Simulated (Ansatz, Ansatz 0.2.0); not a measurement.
# Lattice constants of YNi₅: r2SCAN narrows the PBEsol shortfall but misses the 1 % target

## The measurement

YNi₅ is an ordered metallic compound of the CaCu₅ type, space group P6/mmm, with one formula unit in the hexagonal cell. The reference values are a = 4.891 Å and c = 3.961 Å, taken from a printed reference work on crystal structures of rare-earth transition-metal intermetallic compounds. They are compiled values; neither the method nor the temperature is given with them. I take them to describe the stoichiometric bulk compound at room temperature, since they agree with what I know of classic X-ray work on it. The diffraction cell from which the relaxations start is slightly different: its a is roughly 0.01 Å shorter and its c roughly 0.02 Å longer.

| compared with | measured | source's wording or label | method |
| --- | --- | --- | --- |
| a (Å) | 4.891 | 0.4891 nm | compiled value, method not stated |
| c (Å) | 3.961 | 0.3961 nm | compiled value, method not stated |

Conditions are those given with the value in the passage it was taken from; "not stated" means there, and the paper may say more elsewhere. The values are a selection: others may have been left out beforehand as unlike or outlying.

## Model and target

The aim is to obtain both lattice constants from a full relaxation of cell and atoms, and I count the result as a success if a and c each come within 1 % of the reference. That is about the error a good functional makes for metals of this kind. It also leaves room for the difference between the reference cell and the starting cell, which reaches about half a per cent in c, and for thermal and zero-point expansion, roughly 0.3 % in length, which a static calculation leaves out.

The two cells differ in opposite directions along a and c. In CaCu₅-type compounds a nickel excess, with pairs of nickel atoms replacing some of the large atoms, would act in this sense; that is my conjecture about the difference, not something known of the sample. The axes therefore have to be judged separately, because a good volume could hide a wrong axial ratio.

The model is the six-atom cell with a ferromagnetic start. YNi₅ is an exchange-enhanced paramagnet close to ferromagnetism, so a calculation may settle on a small nickel moment that the real compound lacks. I shall read the moment together with the cell. I begin with a gradient functional made for solids, set a neighbouring level beside it, and then look at the numerical settings.

Plain PBE isn't shown in this study.

System: YNi5, CaCu5 type hexagonal; P6/mmm (No. 191), 6 atoms in the primitive cell; the database structure is a diffraction structure: a = 4.880 Å, c = 3.980 Å; structure from the Crystallography Open Database.

On the selection of runs and values: Further runs on this system are not shown.

## 1. PBEsol as the starting level

Equilibrium distances in a close-packed metal are what PBEsol was designed for, and it costs little more than LDA. I pass over LDA as a first choice because it usually binds 3d metals too tightly, by roughly 2 % in length, which would use up the whole target. PBEsol also tends to come out short for late 3d metals, though less so, and I expect both axes somewhat below the reference.

**Run 1.** Ansatz 0.2.0: PBEsol, ferromagnetic start, cell and atoms relaxed from the database structure, PAW set soft_2, cutoff 420 eV (default), 9x9x8 k mesh, Gaussian smearing 0.1 eV.

Key lines of the input:
```
crystal:
  # lattice and atoms, with starting spins
kpoints:
  mp_grid: { grid: [9, 9, 8] }
hamiltonian:
  xc: pbesol
scf:
  occupations: { method: gaussian, width: 0.1 }
output:
  forces: true
  stress: true
magnetization:
  spin_polarized: true
relax:
  adjacent_minimum: "off"
  f_tol: 0.005
  max_steps: 60
  cell: { stress_tol: 0.03 }
```

Command:
```
ansatz run input.yaml --threads 8 --pin off --max-ram 16384MiB --backend cpu --events-out ev --progress --plain --runs-dir out
```

Selected lines of the output:
```
  cell:  # Å, volume = 78.1409 Å³
Magnetization: 1.3060 μB (51.1530 up, 49.8470 down)
```

Converged; 29 s on 8 cores of Intel Xeon Platinum 8488C (Sapphire Rapids), shared host.

| quantity | run 1 | measured | deviation |
| --- | --- | --- | --- |
| a (Å) | 4.811 | 4.891 | −0.080 (−1.6 %) |
| c (Å) | 3.898 | 3.961 | −0.063 (−1.6 %) |
| net moment per formula unit (μB) | 1.306 |  |  |
| size of moment on Ni (μB) | 0.298 |  |  |
| conventional cell volume (Å³) | 78.14 |  |  |

PBEsol misses on both axes, each 1.6 % short. The expected sign is there, but the size is more than I had allowed for. Adding the thermal and zero-point expansion missing from the calculation would recover only a small part of it.

The shape of the cell is much better than its size. The computed c/a is 0.810, as in the reference, whereas the diffraction cell at the start has about 0.82. The relaxation has therefore moved towards the reference's axial ratio, and what remains is an almost uniform contraction.

The run also settles on a ferromagnetic state with 1.31 μB per formula unit, which the real paramagnet does not have. A moment of this kind normally expands a 3d metal slightly, so suppressing it would be more likely to lengthen the miss than to cure it.

## 2. A meta-GGA for the bond lengths

The uniform shortfall points to overbinding, so I move to r2SCAN, which as a rule gives somewhat longer bonds than PBEsol at moderate extra cost. I leave out a dispersion term on PBEsol, because added attraction would shrink a cell that is already too small. I expect r2SCAN to bring both axes closer to the reference. The price is likely to be a larger spurious moment, since meta-GGAs of this family tend to exaggerate itinerant magnetism, and any gain in length will have to be read with that in mind.

**Run 2.** Ansatz 0.2.0: r2SCAN, ferromagnetic start, cell and atoms relaxed from the database structure, PAW set soft_2, cutoff 500 eV (default), 9x9x8 k mesh, Gaussian smearing 0.1 eV.

Key lines of the input, as changed from run 1:
```diff
  hamiltonian:
-   xc: pbesol
+   xc: r2scan
```

Command:
```
ansatz run input.yaml --threads 4 --pin off --max-ram 16384MiB --backend cpu --events-out ev --progress --plain --runs-dir out
```

Selected lines of the output:
```
  cell:  # Å, volume = 79.4689 Å³
Magnetization: 1.8478 μB (51.4239 up, 49.5761 down)
```

Converged; 1.8 min on 4 cores of Intel Xeon 6975P-C (Granite Rapids), shared host.

| quantity | run 2 | measured | deviation |
| --- | --- | --- | --- |
| a (Å) | 4.842 | 4.891 | −0.049 (−1.0 %) |
| c (Å) | 3.914 | 3.961 | −0.047 (−1.2 %) |
| net moment per formula unit (μB) | 1.848 |  |  |
| size of moment on Ni (μB) | 0.458 |  |  |
| conventional cell volume (Å³) | 79.47 |  |  |

r2SCAN lengthens both axes, as I had hoped, but not enough. The a axis is a narrow miss, right at the 1 % limit and too close to it to rank levels on. The c axis misses more clearly, at 1.2 %. The contraction is still nearly uniform.

The spurious moment has grown to 1.85 μB per formula unit. Some of the gain in length may come from this stronger magnetism rather than from a better description of the bonding; the two runs cannot separate these contributions.

## 3. Mesh and potentials, tested with LDA

Two different functionals give cells that are too small in much the same way, so before blaming them I want to know whether the k mesh or the PAW set contributes. I make the test with LDA: a base run, the same run on a denser mesh, and one with norm-conserving pseudopotentials. LDA also serves as the neighbouring level for scale, and I expect it to give the shortest axes so far.

The differences will hold strictly for LDA only. Still, a shift approaching one per cent would put the potentials or the mesh under suspicion for the other functionals too. I expect much smaller shifts, which would leave overbinding as the likelier explanation.

**Run 3.** Ansatz 0.2.0: LDA, ferromagnetic start, cell and atoms relaxed from the database structure, PAW set soft_2, cutoff 420 eV (default), 9x9x8 k mesh, Gaussian smearing 0.1 eV.

Key lines of the input, as changed from run 1:
```diff
  hamiltonian:
-   xc: pbesol
+   xc: lda
```

Selected lines of the output:
```
Magnetization: 0.0000 μB (50.5000 up, 50.5000 down)
```

Converged; 40 s on 8 cores of Intel Xeon Platinum 8488C (Sapphire Rapids), shared host. Warnings: seeded_moment_not_kept (in short: The SCF closed on a magnetic arrangement other than the starting moments, e.g. losing its moment, which doesn't show which is lower; absence of the warning proves nothing).

**Run 4.** Ansatz 0.2.0: LDA, ferromagnetic start, cell and atoms relaxed from the database structure, PAW set soft_2, cutoff 420 eV (default), 12x12x10 k mesh, Gaussian smearing 0.1 eV.

Key lines of the input, as changed from run 3:
```diff
  kpoints:
-   mp_grid: { grid: [9, 9, 8] }
+   mp_grid: { grid: [12, 12, 10] }
```

Selected lines of the output:
```
Magnetization: -0.0000 μB (50.5000 up, 50.5000 down)
```

Converged; 1.8 min on 4 cores of Intel Xeon 6975P-C (Granite Rapids), shared host. Warnings: seeded_moment_not_kept.

**Run 5.** Ansatz 0.2.0: LDA, PseudoDojo norm-conserving pseudopotentials, ferromagnetic start, cell and atoms relaxed from the database structure, cutoff 1333 eV (default), 9x9x8 k mesh, Gaussian smearing 0.1 eV.

Key lines of the input, as changed from run 3:
```diff
  hamiltonian:
+   pseudopotentials: { kind: nc, accuracy: standard }
```

Selected lines of the output:
```
Magnetization: 0.4048 μB (50.7024 up, 50.2976 down)
```

Converged; wall time 3 min. Warnings: seeded_moment_not_kept.

| quantity | run 3 | run 4 | run 5 | measured |
| --- | --- | --- | --- | --- |
| a (Å) | 4.756 | 4.757 | 4.755 | 4.891 |
| c (Å) | 3.849 | 3.847 | 3.850 | 3.961 |
| net moment per formula unit (μB) | 0.000 | 0.000 | 0.405 |  |
| size of moment on Ni (μB) | 0.000 | 0.000 | 0.090 |  |
| conventional cell volume (Å³) | 75.40 | 75.40 | 75.37 |  |

LDA gives the shortest axes, both 2.8 % below the reference, which is a larger shortfall than I had allowed for. Neither the denser mesh nor the norm-conserving potentials move an axis by more than 0.002 Å. At the LDA level, then, these two settings cannot account for a miss of one per cent or more. This makes overbinding the likelier cause for PBEsol and r2SCAN as well, though it does not test their own settings.

The magnetic state is more delicate than the cell. Both PAW runs lose their starting moment, while the norm-conserving run ends with 0.40 μB per formula unit. The warning in all three says that the final magnetic arrangement differs from the starting one, which does not show which state is lower in energy. The comparison of potentials therefore also includes a small change of magnetic state, with little visible effect on the axes. That does not tell me how much the far larger r2SCAN moment stretches its cell.

## 4. Higher cutoff and another magnetic start

The plane-wave cutoff is another numerical setting that could bear on the short axes, so I raise it to 590 eV in LDA. Beside it I start LDA from a ferrimagnetic arrangement, to see whether the loss of the moment depends on where the calculation begins. I expect the cutoff to change the axes by far less than the miss, and the second run to return to the non-magnetic state with the same cell.

**Run 6.** Ansatz 0.2.0: LDA, ferromagnetic start, cell and atoms relaxed from the database structure, PAW set soft_2, cutoff 590 eV, 9x9x8 k mesh, Gaussian smearing 0.1 eV.

Key lines of the input, as changed from run 3:
```diff
+ basis:
+   ecutwfc: 590.0
```

Selected lines of the output:
```
  cell:  # Å, volume = 75.3850 Å³
Magnetization: -0.0000 μB (50.5000 up, 50.5000 down)
```

Converged; wall time 83 s. Warnings: seeded_moment_not_kept.

**Run 7.** Ansatz 0.2.0: LDA, ferrimagnetic start, cell and atoms relaxed from the database structure, PAW set soft_2, cutoff 420 eV (default), 9x9x8 k mesh, Gaussian smearing 0.1 eV.

Key lines of the input, as changed from run 5:
```diff
  hamiltonian:
-   pseudopotentials: { kind: nc, accuracy: standard }
```

Selected lines of the output:
```
  cell:  # Å, volume = 75.3975 Å³
Magnetization: -0.0000 μB (50.5000 up, 50.5000 down)
```

Converged; wall time 64 s. Warnings: seeded_moment_not_kept.

| quantity | run 6 | run 7 | measured |
| --- | --- | --- | --- |
| a (Å) | 4.756 | 4.756 | 4.891 |
| c (Å) | 3.849 | 3.849 | 3.961 |
| net moment per formula unit (μB) | 0.000 | 0.000 |  |
| size of moment on Ni (μB) | 0.000 | 0.000 |  |
| conventional cell volume (Å³) | 75.39 | 75.40 |  |

Raising the cutoff to 590 eV changes each LDA axis by less than 0.001 Å, which is negligible beside a shortfall of more than 0.1 Å. The ferrimagnetic start also loses its moment and relaxes to the same cell as the ferromagnetic one. With this PAW set, both starts therefore lead LDA to the non-magnetic solution, the one that suits a paramagnet, and its axes are still 2.8 % short.

The short LDA cell is thus not a product of the cutoff or of a spurious moment. Both checks hold for LDA only. They don't settle how far the cutoff affects the r2SCAN cell, whose a axis lies at the edge of the target, or how much that cell owes to its large moment.

## Collected results

| run | settings | a (Å) | deviation | c (Å) | deviation | cost |
| --- | --- | --- | --- | --- | --- | --- |
| 1 | PBEsol, ferromagnetic start, PAW set soft_2, cutoff 420 eV (default), 9x9x8 k mesh | 4.811 | −0.080 (−1.6 %) | 3.898 | −0.063 (−1.6 %) | 3.9 core-min |
| 2 | r2SCAN, ferromagnetic start, PAW set soft_2, cutoff 500 eV (default), 9x9x8 k mesh | 4.842 | −0.049 (−1.0 %) | 3.914 | −0.047 (−1.2 %) | 7 core-min |
| 3 | LDA, ferromagnetic start, PAW set soft_2, cutoff 420 eV (default), 9x9x8 k mesh | 4.756 | −0.135 (−2.8 %) | 3.849 | −0.112 (−2.8 %) | 5.3 core-min |
| 4 | LDA, ferromagnetic start, PAW set soft_2, cutoff 420 eV (default), 12x12x10 k mesh | 4.757 | −0.134 (−2.7 %) | 3.847 | −0.114 (−2.9 %) | 7.1 core-min |
| 5 | LDA, PseudoDojo norm-conserving pseudopotentials, ferromagnetic start, cutoff 1333 eV (default), 9x9x8 k mesh | 4.755 | −0.136 (−2.8 %) | 3.850 | −0.111 (−2.8 %) | 12 core-min |
| 6 | LDA, ferromagnetic start, PAW set soft_2, cutoff 590 eV, 9x9x8 k mesh | 4.756 | −0.135 (−2.8 %) | 3.849 | −0.112 (−2.8 %) | 5.5 core-min |
| 7 | LDA, ferrimagnetic start, PAW set soft_2, cutoff 420 eV (default), 9x9x8 k mesh | 4.756 | −0.135 (−2.8 %) | 3.849 | −0.112 (−2.8 %) | 4.3 core-min |
|  | measured | 4.891 |  | 3.961 |  |  |

Further runs on the same system, made beside this series (convergence steps with loose settings among them):

| further | settings | a (Å) | deviation | c (Å) | deviation | cost | status |
| --- | --- | --- | --- | --- | --- | --- | --- |
| F1 | r2SCAN+rVV10, ferromagnetic start, PAW set soft_2, cutoff 500 eV (default), 9x9x8 k mesh | 4.824 | −0.067 (−1.4 %) | 3.901 | −0.060 (−1.5 %) | 7.2 core-min |  |
| F2 | PBEsol+D3(BJ), ferromagnetic start, PAW set soft_2, cutoff 420 eV (default), 9x9x8 k mesh | 4.756 | −0.135 (−2.8 %) | 3.863 | −0.098 (−2.5 %) | 3.1 core-min | warnings: seeded_moment_not_kept |
| F3 | BLYP+D3(BJ), ferromagnetic start, PAW set soft_2, cutoff 420 eV (default), 9x9x8 k mesh | 4.816 | −0.075 (−1.5 %) | 3.923 | −0.038 (−0.9 %) | 2.8 core-min |  |
| F4 | BLYP, ferromagnetic start, PAW set soft_2, cutoff 420 eV (default), 9x9x8 k mesh | 4.958 | +0.067 (+1.4 %) | 4.020 | +0.059 (+1.5 %) | 3.5 core-min |  |
| F5 | r2SCAN, ferromagnetic start, PAW set soft_2, cutoff 500 eV (default), 6x6x4 k mesh | 4.840 | −0.051 (−1.1 %) | 3.923 | −0.038 (−1.0 %) | 2 core-min |  |
| F6 | LDA, ferromagnetic start, PAW set soft_2, cutoff 420 eV (default), 6x6x4 k mesh | 4.753 | −0.138 (−2.8 %) | 3.854 | −0.107 (−2.7 %) | 1.7 core-min | warnings: seeded_moment_not_kept |
|  | measured | 4.891 |  | 3.961 |  |  |  |

## Outcome

The r2SCAN relaxation, on which I rest the result, misses the target: a is 1.0 % short, a narrow miss, and c is 1.2 % short. It cost 7 core-minutes. Against the diffraction cell used as the start, a would pass but c would miss by more, so the overall call does not depend on which cell is taken.

Moving from PBEsol to r2SCAN reduced the shortfall, but not on sound physics throughout. r2SCAN gives this paramagnet a moment of 1.85 μB per formula unit, which probably lengthens the cell by an amount I could not separate. Thermal and zero-point expansion, roughly 0.3 % in length, would account for part of the miss. The target already allowed for it, so it does not change the call. I attribute the rest mainly to overbinding.

The LDA checks showed that mesh, cutoff and potentials matter little for a 2.8 % error. They were less useful for r2SCAN, where the margin is much thinner and a check at that level would bear on the result more directly. The further r2SCAN run on a coarser mesh lengthens c by 0.009 Å, enough to bring it just inside the limit. That is no reason to prefer the coarser mesh, but it shows that the call on c is sensitive to sampling. A denser mesh and a higher cutoff for r2SCAN are not shown in this report.

The further runs support leaving out dispersion: rVV10 shortens the r2SCAN cell, and D3 shortens the PBEsol cell, though there the moment may change as well. BLYP errs the other way, with both axes about 1.5 % too long. None of the levels shown brings both axes within 1 %. Plain PBE, which usually gives longer bonds than PBEsol, is the natural level to compare with these.

[Logs are printed without paths, hosts, clocks, repeated set-up lines and the standing remarks that a program may print on its own settings, such as how far it seeks lower states.]

[The runs shown are a pick from a larger set of finished runs; failed, doubtful and other runs were left out of it ahead of writing. So were measured values far from every level or from commonly accepted values, and agreement can look better than it is. Lines of input and output are excerpts and may be shortened.]
